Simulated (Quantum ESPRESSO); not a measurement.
Crystal: SiC (Moissanite).

```xyz
4
Lattice="3.0760 0.0000 0.0000 -1.5380 2.6639 0.0000 0.0000 0.0000 5.0480" Properties=species:S:1:pos:R:3 pbc="T T T"
Si    1.5380    0.8880    2.5240
Si    0.0000    1.7759    0.0000
C     1.5380    0.8880    4.4675
C     0.0000    1.7759    1.9435
```

A run of Quantum ESPRESSO 7.5 on this cell left the log below. Logs are shortened: lines on timing, memory, paths and dates and some standing lists are left out, and cuts for length are marked.

```text
This program is part of the open-source Quantum ESPRESSO suite
     for quantum simulation of materials; please cite
         "P. Giannozzi et al., J. Phys.:Condens. Matter 21 395502 (2009);
         "P. Giannozzi et al., J. Phys.:Condens. Matter 29 465901 (2017);
         "P. Giannozzi et al., J. Chem. Phys. 152 154105 (2020);
     in publications or presentations arising from this work. More details at

     IMPORTANT: XC functional enforced from input :
     Exchange-correlation= VDW-DF2-B86R
                           (   1   4  26   0   2   0   0)
     Any further DFT definition will be discarded
     Please, verify this is what you really want

     Message from routine setup:
     using ibrav=0 with symmetry is DISCOURAGED, use correct ibrav instead

     G-vector sticks info
     --------------------
     sticks:   dense  smooth     PW     G-vecs:    dense   smooth      PW
     Sum         757     757    223                27991    27991    4343

     Using Slab Decomposition

     bravais-lattice index     =            0
     lattice parameter (alat)  =       5.8128  a.u.
     unit-cell volume          =     279.1382 (a.u.)^3
     number of atoms/cell      =            4
     number of atomic types    =            2
     number of electrons       =        16.00
     number of Kohn-Sham states=           14
     kinetic-energy cutoff     =      82.0000  Ry
     charge density cutoff     =     328.0000  Ry
     scf convergence threshold =      8.0E-10
     mixing beta               =       0.5000
     number of iterations used =            8  plain     mixing
     energy convergence thresh.=      1.0E-05
     force convergence thresh. =      4.0E-04
     press convergence thresh. =      3.0E-01
     Exchange-correlation= VDW-DF2-B86R
                           (   1   4  26   0   2   0   0)
     nstep                     =           40

     celldm(1)=   5.812798  celldm(2)=   0.000000  celldm(3)=   0.000000
     celldm(4)=   0.000000  celldm(5)=   0.000000  celldm(6)=   0.000000

     crystal axes: (cart. coord. in units of alat)
               a(1) = (   1.000000   0.000000   0.000000 )
               a(2) = (  -0.500000   0.866025   0.000000 )
               a(3) = (   0.000000   0.000000   1.641092 )

     reciprocal axes: (cart. coord. in units 2 pi/alat)
               b(1) = (  1.000000  0.577350 -0.000000 )
               b(2) = (  0.000000  1.154701  0.000000 )
               b(3) = (  0.000000 -0.000000  0.609350 )

     PseudoPot. # 1 for Si read from file:
[... 1763 lines left out ...]
               b(1) = (  0.995201  0.574580 -0.000000 )
               b(2) = ( -0.000000  1.149159 -0.000000 )
               b(3) = (  0.000000  0.000000  0.605995 )

     PseudoPot. # 1 for Si read from file:
     Si.upf
     Pseudo is Norm-conserving + core correction, Zval =  4.0
     Generated using ONCVPSP code by D. R. Hamann
     Using radial grid of 1510 points,  6 beta functions with:
                l(1) =   0
                l(2) =   0
                l(3) =   1
                l(4) =   1
                l(5) =   2
                l(6) =   2

     PseudoPot. # 2 for C  read from file:
     C.upf
     Pseudo is Norm-conserving + core correction, Zval =  4.0
     Generated using ONCVPSP code by D. R. Hamann
     Using radial grid of 1248 points,  4 beta functions with:
                l(1) =   0
                l(2) =   0
                l(3) =   1
                l(4) =   1

     atomic species   valence    mass     pseudopotential
     Si                4.00    28.08500     Si( 1.00)
     C                 4.00    12.01100     C ( 1.00)

     12 Sym. Ops. (no inversion) found ( 6 have fractional translation)

   Cartesian axes

     site n.     atom                  positions (alat units)
         1        Si     tau(   1) = (   0.5024110   0.2900672   0.8328184  )
         2        Si     tau(   2) = (  -0.0000000   0.5801343   0.0077289  )
         3        C      tau(   3) = (   0.5024110   0.2900672   1.4526795  )
         4        C      tau(   4) = (  -0.0000000   0.5801343   0.6275900  )

     number of k points=    42  Fermi-Dirac smearing, width (Ry)=  0.0037
                       cart. coord. in units 2pi/alat
        k(    1) = (   0.0000000   0.0000000   0.0000000), wk =   0.0040000
        k(    2) = (   0.0000000   0.0000000   0.1211990), wk =   0.0080000
        k(    3) = (   0.0000000   0.0000000   0.2423980), wk =   0.0080000
        k(    4) = (  -0.0000000   0.1149159  -0.0000000), wk =   0.0240000
        k(    5) = (  -0.0000000   0.1149159   0.1211990), wk =   0.0480000
        k(    6) = (  -0.0000000   0.1149159   0.2423980), wk =   0.0480000
[... 34 lines left out ...]
        k(   41) = (   0.2985603   0.5171216   0.1211990), wk =   0.0480000
        k(   42) = (   0.2985603   0.5171216   0.2423980), wk =   0.0480000

     Dense  grid:    28459 G-vectors     FFT dimensions: (  36,  36,  60)

     Initial potential from superposition of free atoms

     starting charge      15.9987, renormalised to      16.0000
     Starting wfcs are   16 randomized atomic wfcs

     Self-consistent Calculation

     iteration #  1     ecut=    82.00 Ry     beta= 0.50
     Davidson diagonalization with overlap
     c_bands:  1 eigenvalues not converged
     c_bands:  2 eigenvalues not converged
     c_bands:  1 eigenvalues not converged
     c_bands:  2 eigenvalues not converged
     c_bands:  1 eigenvalues not converged
     c_bands:  1 eigenvalues not converged
[... 314 lines left out ...]
          total   stress  (Ry/bohr**3)                   (kbar)     P=        0.14
   0.00000091   0.00000000   0.00000000            0.13        0.00        0.00
   0.00000000   0.00000091   0.00000000            0.00        0.13        0.00
   0.00000000   0.00000000   0.00000108            0.00        0.00        0.16

=------------------------------------------------------------------------------=
   JOB DONE.
=------------------------------------------------------------------------------=
```

Write the input and the command behind it.

Relaxation of cell and atoms with rev-vdW-DF2, no spin polarisation. The files as run (others can give the same):

pw.in
```
&CONTROL
  calculation = 'vc-relax'
  prefix = 'pwscf'
  outdir = './tmp'
  pseudo_dir = './pseudo'
  tprnfor = .true.
  tstress = .true.
  disk_io = 'low'
  nstep = 40
  forc_conv_thr = 0.0004
  etot_conv_thr = 1d-05
/
&SYSTEM
  ibrav = 0
  nat = 4
  ntyp = 2
  ecutwfc = 82
  nbnd = 14
  input_dft = 'vdw-df2-b86r'
  occupations = 'smearing'
  smearing = 'fd'
  degauss = 0.00367493
/
&ELECTRONS
  conv_thr = 8d-10
  electron_maxstep = 120
  mixing_beta = 0.5
/
&IONS
  ion_dynamics = 'bfgs'
/
&CELL
  cell_dynamics = 'bfgs'
  press = 0
  press_conv_thr = 0.3
/
ATOMIC_SPECIES
Si    28.0850 Si.upf
C     12.0110 C.upf
CELL_PARAMETERS angstrom
   3.0760000000    0.0000000000    0.0000000000
  -1.5380000000    2.6638941420    0.0000000000
   0.0000000000    0.0000000000    5.0480000000
ATOMIC_POSITIONS crystal
Si     0.6666666667    0.3333333333    0.5000000000
Si     0.3333333333    0.6666666667    0.0000000000
C      0.6666666667    0.3333333333    0.8850000000
C      0.3333333333    0.6666666667    0.3850000000
K_POINTS automatic
10 10 5 0 0 0
```

Potentials or basis: PseudoDojo 0.4.1 SR PBE standard.
Run with:
```bash
$ OMP_NUM_THREADS=1 pw.x -in pw.in > pw.out
```

Caveat: the potentials were made for another functional, which shifts forces and pressure; an odd mesh through Γ misses points on the zone boundary, where band edges often lie.
